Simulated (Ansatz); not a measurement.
# Polar CaO (111) films against thickness

Aim: dipole, vacuum step and gap of CaO (111) films by thickness.

Program: Ansatz 0.2.0. Level of theory: plane-wave DFT, PBEsol, Ansatz PAW. Results are calculated unless marked as measured.

### Step 1. The structure

The cell holds 2 atoms: 1 Ca and 1 O. Its edges and angles: a = 3.401 Å, b = 3.401 Å, c = 19.389 Å, α = 90.0°, β = 90.0°, γ = 120.0°. It derives from CaO (rocksalt CaO). Vacuum lies along c.

### Step 2. Relaxation, 2 atoms, units 1

The structure is relaxed first, because levels and dipoles at a surface follow the positions of the outer atoms.

File input.yaml:

```yaml
crystal:
  lattice:
    - [3.40118362, 0.0, 0.0]
    - [-1.70059181, 2.94551142, 0.0]
    - [0.0, 0.0, 19.3885273974]
  atoms:
    - { symbol: Ca, position: [0.66666667, 0.33333333, 0.4641920356] }
    - { symbol: O, position: [0.0, 0.0, 0.5358079644] }
kpoints:
  mp_grid: { grid: [12, 12, 1] }
hamiltonian:
  xc: pbesol
scf:
  occupations: { method: fermi_dirac, width: 0.03 }
  convergence: { dr2_threshold: 1.0e-09 }
efield:
  axis: 3
  dipole_correction: true
  ramp_position: 0.97
  ramp_width: 0.06
relax:
  f_tol: 0.01
  max_steps: 100
output:
  write_potential: true
  write_density: true
  volumetric_format: npy
```

On the command line:

```sh
$ ansatz run input.yaml --threads 4 --pin off --max-ram 6144MiB --backend cpu --events-out ev --progress --plain --runs-dir out
```

Numbers of over 12 decimals in the logs are rounded to 6 here.

What it wrote:

```text
Engine: ansatz 0.2.0, aarch64-unknown-linux-gnu
Pseudopotentials: kind: paw
Pseudopotential: Ca, paw, valence charge 10, recommended cutoff 420 eV (normal), Ca.paw.azcp
Pseudopotential: O, paw, valence charge 6, recommended cutoff 420 eV (normal), O.paw.azcp
Functional definition: PBEsol
  exchange = pbesol_x
  correlation = pbesol_c
Crystal: 2 atoms, lattice volume = 194.239 Å³
Basis set: ecut = 420 eV, 3821 PW (Γ), exchange–correlation on 48×48×270 points (8 copies of the dense FFT grid, shifted against one another)
Bands: 12, of which v1, the nominal top of the filled ones, is band 8 counted from 1 (7 counted from 0)
Symmetry: 6 space group operations
Space group: P3m1 (ITA 156), of the structure as read, at distance tolerance 5.8e-5 Å
k-points: 19 of 144 (time reversal used)
Non-local potential: Ca, projectors of the file, l = 0: 3, l = 1: 2, l = 2: 2
Non-local potential: O, projectors of the file, l = 0: 2, l = 1: 2, l = 2: 1
PAW form: soft (Blöchl's): semilocal exchange-correlation on the pseudo side does not see the compensation charge
PAW frozen core: Ca, regenerated for the run's functional, and the local potential with it (the file was generated under x = pbe(κ = 0.804, μ = 0.219515), c = pbe(β = 0.066725))
PAW frozen core: O, regenerated for the run's functional, and the local potential with it (the file was generated under x = pbe(κ = 0.804, μ = 0.219515), c = pbe(β = 0.066725))
PAW one-centre angular grid: Ca, 110 points (default); XC on 64 Gauss nodes
PAW one-centre angular grid: O, 110 points (default); XC on 64 Gauss nodes
Initial density: superposition of atomic densities (neutral atoms: chi_scale 0, normalization atom), corrected by the library's trained network
Initial wavefunctions: pseudopotential atomic-orbital guess
Functional: x = pbesol(κ = 0.804, μ = 0.123457), c = pbesol(β = 0.046)
SCF iter   1: F=—  HF=-2353.684412 eV  |F-HF|=—  |Δ(HF+E_count)|=         —  Δρ=3.36e-3  dr2=2.68e-1  ethr=1.77e-3  p=-0.297 e·Å  D=-2.77e-1 V/Å  ΔV_dip=5.36 eV  dr2_dipole=6.57e-2  V_vac-E_F(+/−)=9.17/3.81 eV  ⟨swp⟩=14.5  Hψ=2582  notcnv=0
efield: sawtooth ramp at fractional position 0.9700 (set: `efield.ramp_position`, or a place that a band, a saddle search or an elastic batch's reference lends), width 0.0600; the density the first Hamiltonian is built on has a dipole p = -0.297 e·Å; the dipole correction subtracts the counter field D = -2.77e-1 V/Å, which shifts the + side's vacuum level by +5.36 eV against the − side's; the planar-averaged density in the ramp window peaks in size at 3.2e-5 e/Å³
preconditioner: auto → LDOS  [insulator: Δε(μ)=0.174 eV  Ē_g=4.240 eV  σ=0.030 eV  W_gap=0.77  n_scr=10 (ndim 8)  ℏωp=6.5 eV  f_vac=0.695  D(μ)=0.49/eV (n_scr^D=4)  ε∞_Penn≈3.4  β→1.0]
SCF iter   2: F=—  HF=-2353.804926 eV  |F-HF|=—  |Δ(HF+E_count)|=   1.21e-1  Δρ=1.86e-2  dr2=3.18e0  ethr=1.67e-3  p=-0.398 e·Å  D=-3.71e-1 V/Å  ΔV_dip=7.19 eV  dr2_dipole=7.01e-1  V_vac-E_F(+/−)=9.30/2.11 eV  ⟨swp⟩=2.5  Hψ=470  notcnv=0  recentre
SCF iter   3: F=—  HF=-2353.659384 eV  |F-HF|=—  |Δ(HF+E_count)|=   1.46e-1  Δρ=1.54e-3  dr2=7.23e-2  ethr=1.67e-3  p=-0.313 e·Å  D=-2.91e-1 V/Å  ΔV_dip=5.65 eV  dr2_dipole=1.89e-2  V_vac-E_F(+/−)=9.15/3.50 eV  ⟨swp⟩=3.4  Hψ=564  notcnv=0
SCF iter   4: F=—  HF=-2353.649190 eV  |F-HF|=—  |Δ(HF+E_count)|=   1.02e-2  Δρ=9.65e-4  dr2=1.67e-3  ethr=4.52e-4  p=-0.339 e·Å  D=-3.16e-1 V/Å  ΔV_dip=6.12 eV  dr2_dipole=3.36e-5  V_vac-E_F(+/−)=9.15/3.02 eV  ⟨swp⟩=2.5  Hψ=366  notcnv=0
SCF iter   5: F=—  HF=-2353.649341 eV  |F-HF|=—  |Δ(HF+E_count)|=   1.51e-4  Δρ=6.31e-4  dr2=2.84e-3  ethr=1.05e-5  p=-0.346 e·Å  D=-3.23e-1 V/Å  ΔV_dip=6.25 eV  dr2_dipole=4.92e-4  V_vac-E_F(+/−)=9.15/2.89 eV  ⟨swp⟩=3.6  Hψ=465  notcnv=0
SCF iter   6: F=—  HF=-2353.649273 eV  |F-HF|=—  |Δ(HF+E_count)|=   6.72e-5  Δρ=1.19e-4  dr2=5.34e-5  ethr=1.05e-5  p=-0.346 e·Å  D=-3.22e-1 V/Å  ΔV_dip=6.25 eV  dr2_dipole=6.32e-6  V_vac-E_F(+/−)=9.15/2.90 eV  ⟨swp⟩=1.8  Hψ=270  notcnv=0
SCF iter   7: F=—  HF=-2353.649299 eV  |F-HF|=—  |Δ(HF+E_count)|=   2.54e-5  Δρ=1.22e-5  dr2=5.22e-7  ethr=3.34e-7  p=-0.346 e·Å  D=-3.22e-1 V/Å  ΔV_dip=6.25 eV  dr2_dipole=1.36e-7  V_vac-E_F(+/−)=9.15/2.90 eV  ⟨swp⟩=1.9  Hψ=324  notcnv=0
SCF iter   8: F=—  HF=-2353.649275 eV  |F-HF|=—  |Δ(HF+E_count)|=   2.40e-5  Δρ=6.41e-6  dr2=2.09e-7  ethr=3.26e-9  p=-0.346 e·Å  D=-3.22e-1 V/Å  ΔV_dip=6.25 eV  dr2_dipole=6.05e-8  V_vac-E_F(+/−)=9.15/2.90 eV  ⟨swp⟩=2.4  Hψ=376  notcnv=0
SCF iter   9: F=—  HF=-2353.649275 eV  |F-HF|=—  |Δ(HF+E_count)|=   3.06e-8  Δρ=2.42e-6  dr2=2.29e-8  ethr=1.31e-9  p=-0.346 e·Å  D=-3.23e-1 V/Å  ΔV_dip=6.25 eV  dr2_dipole=6.00e-9  V_vac-E_F(+/−)=9.15/2.90 eV  ⟨swp⟩=1.8  Hψ=293  notcnv=0
SCF iter  10: F=—  HF=-2353.649275 eV  |F-HF|=—  |Δ(HF+E_count)|=   1.92e-8  Δρ=5.71e-7  dr2=1.91e-9  ethr=1.43e-10  p=-0.346 e·Å  D=-3.23e-1 V/Å  ΔV_dip=6.25 eV  dr2_dipole=4.43e-10  V_vac-E_F(+/−)=9.15/2.90 eV  ⟨swp⟩=1.5  Hψ=252  notcnv=0
SCF iter  11: F=-2353.649275 eV  HF=-2353.649275 eV  |F-HF|=1.62e-10  |Δ(HF+E_count)|=   2.63e-9  Δρ=1.29e-7  dr2=3.17e-11  ethr=6.25e-12  p=-0.346 e·Å  D=-3.23e-1 V/Å  ΔV_dip=6.25 eV  dr2_dipole=1.60e-12  V_vac-E_F(+/−)=9.15/2.90 eV  ⟨swp⟩=8.0  Hψ=1222  notcnv=0
SCF 1 converged in 11 iterations: F = -2353.649275 eV  dr2 = 3.17e-11
  greatest PAW one-centre occupation: 0.996 electrons in one spin orbital (limit 2), on the Ca atom at site 0 (counted from 0), in its partial waves of l = 0
relax step   1: F+E_penalty+E_count = -2353.64927484 eV  Δ(F+E_penalty+E_count) = +0.000e0 eV  max|allowed force component| = 4.477e0 eV/Å  Δτ_max = 0.0000 Å  (11 SCF iters, accepted)
Initial density: handed on by an earlier stage of this run
Initial wavefunctions: those handed on with the density
SCF iter   1: F=—  HF=-2355.464123 eV  |F-HF|=—  |Δ(HF+E_count)|=         —  Δρ=2.24e-2  dr2=1.56e0  ethr=3.10e-3  p=-0.346 e·Å  D=-3.23e-1 V/Å  ΔV_dip=6.25 eV  dr2_dipole=9.38e-2  V_vac-E_F(+/−)=9.95/3.69 eV  ⟨swp⟩=6.3  Hψ=1576  notcnv=0
efield: sawtooth ramp at fractional position 0.9700 (set: `efield.ramp_position`, or a place that a band, a saddle search or an elastic batch's reference lends), width 0.0600; the density the first Hamiltonian is built on has a dipole p = -0.346 e·Å; the dipole correction subtracts the counter field D = -3.23e-1 V/Å, which shifts the + side's vacuum level by +6.25 eV against the − side's; the planar-averaged density in the ramp window peaks in size at 1.9e-6 e/Å³
[...]
SCF iter   6: F=—  HF=-2355.929046 eV  |F-HF|=—  |Δ(HF+E_count)|=   9.07e-5  Δρ=3.31e-5  dr2=7.33e-6  ethr=3.51e-7  p=-0.302 e·Å  D=-2.82e-1 V/Å  ΔV_dip=5.46 eV  dr2_dipole=2.24e-6  V_vac-E_F(+/−)=7.09/1.63 eV  ⟨swp⟩=2.1  Hψ=432  notcnv=0
SCF iter   7: F=—  HF=-2355.929048 eV  |F-HF|=—  |Δ(HF+E_count)|=   1.49e-6  Δρ=2.08e-5  dr2=1.29e-6  ethr=4.58e-8  p=-0.302 e·Å  D=-2.81e-1 V/Å  ΔV_dip=5.45 eV  dr2_dipole=2.21e-7  V_vac-E_F(+/−)=7.08/1.63 eV  ⟨swp⟩=2.0  Hψ=412  notcnv=0
SCF iter   8: F=—  HF=-2355.929022 eV  |F-HF|=—  |Δ(HF+E_count)|=   2.54e-5  Δρ=6.95e-6  dr2=6.29e-7  ethr=8.07e-9  p=-0.302 e·Å  D=-2.81e-1 V/Å  ΔV_dip=5.45 eV  dr2_dipole=2.06e-7  V_vac-E_F(+/−)=7.08/1.63 eV  ⟨swp⟩=2.8  Hψ=378  notcnv=0
SCF iter   9: F=—  HF=-2355.929022 eV  |F-HF|=—  |Δ(HF+E_count)|=   7.12e-8  Δρ=1.41e-6  dr2=6.36e-9  ethr=3.93e-9  p=-0.301 e·Å  D=-2.81e-1 V/Å  ΔV_dip=5.44 eV  dr2_dipole=1.30e-10  V_vac-E_F(+/−)=7.08/1.64 eV  ⟨swp⟩=2.0  Hψ=307  notcnv=0
SCF iter  10: F=-2355.929022 eV  HF=-2355.929022 eV  |F-HF|=6.14e-11  |Δ(HF+E_count)|=   1.86e-8  Δρ=2.91e-7  dr2=2.87e-10  ethr=6.25e-12  p=-0.301 e·Å  D=-2.81e-1 V/Å  ΔV_dip=5.44 eV  dr2_dipole=1.55e-12  V_vac-E_F(+/−)=7.08/1.64 eV  ⟨swp⟩=9.0  Hψ=1311  notcnv=0
SCF 3 converged in 10 iterations: F = -2355.929022 eV  dr2 = 2.87e-10
relax step   3: F+E_penalty+E_count = -2355.92902244 eV  Δ(F+E_penalty+E_count) = -7.836e-1 eV  max|allowed force component| = 1.031e0 eV/Å  Δτ_max = 0.1950 Å  (10 SCF iters, accepted)
[...]
relax step   4: F+E_penalty+E_count = -2356.04758698 eV  Δ(F+E_penalty+E_count) = -1.186e-1 eV  max|allowed force component| = 2.696e-1 eV/Å  Δτ_max = 0.0946 Å  (9 SCF iters, accepted)
[...]
relax step   5: F+E_penalty+E_count = -2356.05956705 eV  Δ(F+E_penalty+E_count) = -1.198e-2 eV  max|allowed force component| = 6.858e-2 eV/Å  Δτ_max = 0.0366 Å  (8 SCF iters, accepted)
SCF iter   1: F=—  HF=-2356.061894 eV  |F-HF|=—  |Δ(HF+E_count)|=         —  Δρ=1.10e-3  dr2=3.20e-3  ethr=1.99e-4  p=-0.197 e·Å  D=-1.84e-1 V/Å  ΔV_dip=3.56 eV  dr2_dipole=4.18e-4  V_vac-E_F(+/−)=5.18/1.62 eV  ⟨swp⟩=4.2  Hψ=871  notcnv=0
efield: sawtooth ramp at fractional position 0.9700 (set: `efield.ramp_position`, or a place that a band, a saddle search or an elastic batch's reference lends), width 0.0600; the density the first Hamiltonian is built on has a dipole p = -0.197 e·Å; the dipole correction subtracts the counter field D = -1.84e-1 V/Å, which shifts the + side's vacuum level by +3.56 eV against the − side's; the planar-averaged density in the ramp window peaks in size at 1.5e-6 e/Å³
preconditioner: auto → none  [insulator: Δε(μ)=1.282 eV  Ē_g=15.293 eV  σ=0.030 eV  W_gap=1.00  n_scr=10 (ndim 8)  ℏωp=10.0 eV  f_vac=0.791  D(μ)=0.00/eV (n_scr^D=0)  ε∞_Penn≈1.4]
SCF iter   2: F=—  HF=-2356.060775 eV  |F-HF|=—  |Δ(HF+E_count)|=   1.12e-3  Δρ=4.82e-4  dr2=4.23e-4  ethr=2.00e-5  p=-0.182 e·Å  D=-1.70e-1 V/Å  ΔV_dip=3.29 eV  dr2_dipole=6.99e-6  V_vac-E_F(+/−)=4.97/1.68 eV  ⟨swp⟩=2.2  Hψ=518  notcnv=0
SCF iter   3: F=—  HF=-2356.060687 eV  |F-HF|=—  |Δ(HF+E_count)|=   8.79e-5  Δρ=2.08e-4  dr2=5.85e-5  ethr=2.64e-6  p=-0.184 e·Å  D=-1.71e-1 V/Å  ΔV_dip=3.32 eV  dr2_dipole=1.17e-5  V_vac-E_F(+/−)=5.00/1.68 eV  ⟨swp⟩=2.0  Hψ=361  notcnv=0
SCF iter   4: F=—  HF=-2356.060684 eV  |F-HF|=—  |Δ(HF+E_count)|=   2.27e-6  Δρ=1.10e-4  dr2=1.55e-5  ethr=3.66e-7  p=-0.182 e·Å  D=-1.70e-1 V/Å  ΔV_dip=3.29 eV  dr2_dipole=3.16e-7  V_vac-E_F(+/−)=4.98/1.69 eV  ⟨swp⟩=2.2  Hψ=299  notcnv=0
SCF iter   5: F=—  HF=-2356.060686 eV  |F-HF|=—  |Δ(HF+E_count)|=   1.93e-6  Δρ=7.26e-5  dr2=9.78e-6  ethr=9.69e-8  p=-0.182 e·Å  D=-1.69e-1 V/Å  ΔV_dip=3.28 eV  dr2_dipole=6.37e-7  V_vac-E_F(+/−)=4.97/1.69 eV  ⟨swp⟩=2.0  Hψ=304  notcnv=0
SCF iter   6: F=—  HF=-2356.060684 eV  |F-HF|=—  |Δ(HF+E_count)|=   2.04e-6  Δρ=9.05e-6  dr2=1.42e-7  ethr=6.11e-8  p=-0.181 e·Å  D=-1.69e-1 V/Å  ΔV_dip=3.27 eV  dr2_dipole=1.04e-8  V_vac-E_F(+/−)=4.97/1.69 eV  ⟨swp⟩=2.0  Hψ=285  notcnv=0
SCF iter   7: F=—  HF=-2356.060660 eV  |F-HF|=—  |Δ(HF+E_count)|=   2.45e-5  Δρ=9.16e-7  dr2=8.20e-10  ethr=6.25e-12  p=-0.181 e·Å  D=-1.69e-1 V/Å  ΔV_dip=3.27 eV  dr2_dipole=4.04e-12  V_vac-E_F(+/−)=4.96/1.69 eV  ⟨swp⟩=7.0  Hψ=1438  notcnv=0
SCF iter   8: F=-2356.060660 eV  HF=-2356.060660 eV  |F-HF|=5.46e-12  |Δ(HF+E_count)|=   1.04e-9  Δρ=1.51e-7  dr2=3.40e-11  ethr=5.13e-12  p=-0.181 e·Å  D=-1.69e-1 V/Å  ΔV_dip=3.27 eV  dr2_dipole=6.14e-13  V_vac-E_F(+/−)=4.96/1.69 eV  ⟨swp⟩=5.7  Hψ=1234  notcnv=0
SCF 6 converged in 8 iterations: F = -2356.060660 eV  dr2 = 3.40e-11
relax step   6: F+E_penalty+E_count = -2356.06065984 eV  Δ(F+E_penalty+E_count) = -1.093e-3 eV  max|allowed force component| = 2.686e-3 eV/Å  Δτ_max = 0.0158 Å  (8 SCF iters, accepted)
NSCF: frozen V_eff on 19 k-points
the band table was solved once a step of the walk had ended and its energy, with any forces and stress, was formed, with the checks that follow a solve (1812 applications of the Hamiltonian). They found nothing against the state; the energy, forces and stress were not computed again (output.eigenvalues in the input reference)
WARN: The output density's exchange-correlation potential varies sharply where the density is thin. Do not read a vacuum level from v_tot or v_xc, or from such a field of the output density. On a cell that repeats whose density bears no net charge and no dipole along the vacuum's axis use v_es (v_loc + v_h of the components); under efield.dipole_correction with no amplitude use v_es + v_field, which holds any externa [...]
SCF converged after 8 iterations
Free energy (F): -2356.060660 eV
Harris-Foulkes:  -2356.060660 eV  (|F-HF|=5.46e-12)
Internal energy: -2356.060660 eV  (E = F + TS)
E sigma→0 (E₀):  -2356.060660 eV
Fermi energy:    -1.684131 eV
Dipole field:    D = -0.168684 V/Å  (p = -0.181070 e·Å, saw-weighted, corrected)
Work function:   Φ+ = 4.9649 eV   Φ− = 1.6945 eV
Levels:          The Fermi level and band energies are counted from a zero that moves with the ramp; work functions are not
--- Per-component energies (eV) ---
  E_band       = -254.574361
  E_kinetic    = 463.643346
  E_local      = -7219.083616  (includes V_loc(G=0)·N_el)
  E_nonlocal   = 114.503799
  E_hartree    = 3378.007511
  E_xc         = -211.873243
  E_vxc        = -268.028814  (∫ρ·V_xc dr)
  E_paw        = -990.078854  (= ΣΔE_a)
  E_vpaw       = -101.550887  (= ΣTr[D̂ρ^β])
  E_aug_tail   = 0.002453  (compensation charges beyond the density's cutoff)
  E_efield     = 0.015272  (sawtooth field / dipole correction)
  E_vefield    = -0.075562  (∫n·V_field dr)
  E_ewald      = 2108.648591
  E_core_change = 0.154082  (= ΣΔE_core)
  E_smearing   = -0.000000  (= −TS)
  E_closure    = -0.000000  (closes the sum)
  Σ components = -2356.060660   (vs F -2356.060660, Δ=0.00e0)
--- Forces (eV/Å), atoms counted from 1 ---
  atom   1  Ca    -0.00000000    -0.00000000     0.00268012
  atom   2  O      0.00000000     0.00000000    -0.00269197
  max |Σ_I F_I| component: 1.19e-5 eV/Å
--- Band table (eV; the first three rows and the last of 19) ---
  k-point 0: bands = [... 4 lower, -17.4287, -3.8282, -3.8282, -3.5261, -1.0763, 0.4264, 1.7322, 2.7834]
  k-point 1: bands = [... 4 lower, -17.2319, -3.8886, -3.7425, -3.5035, -0.9557, 0.5486, 1.8582, 2.8933]
  k-point 2: bands = [... 4 lower, -16.7942, -3.9834, -3.5032, -3.4723, -0.6047, 0.9099, 2.2244, 3.2103]
  k-point 18: bands = [... 4 lower, -15.3499, -3.5337, -3.2567, -2.3818, 2.1628, 3.7588, 4.0634, 4.3488]
--- Relaxed structure (6 steps of the walk, 6 accepted, 0 SCFs on fresh bases) ---
  F+E_penalty+E_count = -2356.06065984 eV   max|allowed force component| = 2.686e-3 eV/Å
  atoms:
    - { symbol: Ca, position: [0.666667, 0.333333, 0.491889] }
    - { symbol: O, position: [-2.0937984924383627e-17, -1.8503717008154225e-17, 0.508111] }
```

The job ended after 8.1 s (4 threads of Arm Neoverse V1, shared host; peak memory 0.45 GiB).

Step by step:

```csv
step,energy less that of the first step (eV),largest force component (eV/Å)
1,0.0000,4.4767
2,-1.4962,3.0073
3,-2.2797,1.0309
4,-2.3983,0.2696
5,-2.4103,0.0686
6,-2.4114,0.0027
```

The run keeps the 6 symmetry operations that it works with, so distortions that break them were not tested.

The atoms that moved most (Å):

```csv
atom,dx,dy,dz,length
Ca1,0.000,0.000,0.537,0.537
O2,0.000,0.000,-0.537,0.537
```

Final coordinates:

```xyz
2
Lattice="3.4012 0.0000 0.0000 -1.7006 2.9455 0.0000 0.0000 0.0000 19.3885" Properties=species:S:1:pos:R:3
Ca    1.7006    0.9818    9.5370
O     0.0000    0.0000    9.8515
```

This step gave:

| Item | Value |
| --- | --- |
| gap on the k-mesh | 1.306 eV |
| dipole along the normal | -0.1811 e·Å |
| step between the vacuum levels | 3.270 eV |
| ionisation energy, upper face | 5.663 eV |
| electron affinity, upper face | 4.357 eV |
| ionisation energy, lower face | 2.392 eV |

Running mean over 2.777 Å of the planar mean; the ramp of the sawtooth is left out. Electron's electrostatic potential energy less the Fermi level against z:

```csv
z (Å),electron's electrostatic potential energy less the Fermi level (eV)
2.87,1.69
3.30,1.69
3.59,1.69
4.02,1.69
4.31,1.69
4.74,1.69
5.03,1.69
5.46,1.69
5.89,1.68
6.18,1.67
6.61,1.63
6.89,1.57
7.32,1.33
7.61,0.896
8.04,-0.642
8.47,-2.98
8.76,-4.15
9.19,-4.63
9.48,-4.42
9.91,-3.87
10.20,-3.30
10.63,-1.78
10.91,-0.0996
11.35,2.71
11.78,4.39
12.06,4.74
12.49,4.90
12.78,4.94
13.21,4.96
13.50,4.96
13.93,4.96
14.36,4.96
14.65,4.96
15.08,4.96
15.37,4.97
15.80,4.96
16.09,4.96
16.52,4.97
```

The relaxation took 6 steps and lowered the energy by 2.4 eV; the largest force on the free atoms ends at 0.0027 eV/Å.

The gap is 1.31 eV, with the valence edge 5.66 eV and the conduction edge 4.36 eV under the upper vacuum level.

(Part 1 of 5 ends here.)

[Logs are printed without paths, hosts, clocks, repeated set-up lines and the standing remarks that a program may print on its own settings, such as how far it seeks lower states.]

[Hosts, paths, dates, database ids (printed as entryN), source tags and the programs' standing remarks are cut or masked in the printed files.]

[Maps of the electrostatic potential energy from Ansatz leave out the sawtooth potential of an applied field or a dipole correction, so their vacuum need not be flat; planar profiles and work functions include it.]
